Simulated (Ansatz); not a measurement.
Runs of Ansatz 0.2.0 on Ir. It takes space group Fm-3m (No. 225, cubic). The conventional cell has a = 3.831 Å, b = 3.831 Å, c = 3.831 Å, α = 90.00°, β = 90.00°, γ = 90.00°. Ir (site symmetry m-3m) is surrounded by 12 Ir at 2.71 Å. 

```tsv
task	level	spin	k mesh	cutoff (eV)	q mesh	points for each segment of the path	atoms under strain	gap on the mesh (eV)	pressure (GPa)	V0 of scaled cells (Å³/atom)	B0 (GPa)
equation of state	LDA	off	12 × 12 × 12	420	-	-	-	-	-	13.82	406
phonons	PBEsol	off	10 × 10 × 10	420	2 × 2 × 2	8	-	none	-	-	-
elastic constants	PBEsol	off	10 × 10 × 10	420	-	-	relaxed	none	(a)	-	-
band structure	PBEsol	SOC, no magnetisation	12 × 12 × 12	420	-	14	-	none	0.0	-	-
equation of state	r2SCAN	off	12 × 12 × 12	500	-	-	-	-	-	(b)	379
```

Alike in all rows: potentials or basis Ansatz PAW; cell as given; smearing fermi-dirac 0.05 eV.

**Question.** Fill in the values left out.

**Answer.** (a) -0.2; (b) 14.19.

Caveats: the PAW data sets come from PBE, with cores solved anew for the run's functional, which leaves a small shift of forces and pressure (some runs); elastic constants of metals need much finer meshes, so these are rough (some runs); the PAW data sets were made with another functional, which shifts forces and pressure a little (some runs).

A k mesh can miss the band edges, and rows without SOC leave out spin-orbit coupling on Ir.

A gap of «none» marks a metal or a gap under the smearing width.

Runs at the PBE level aren't shown here.
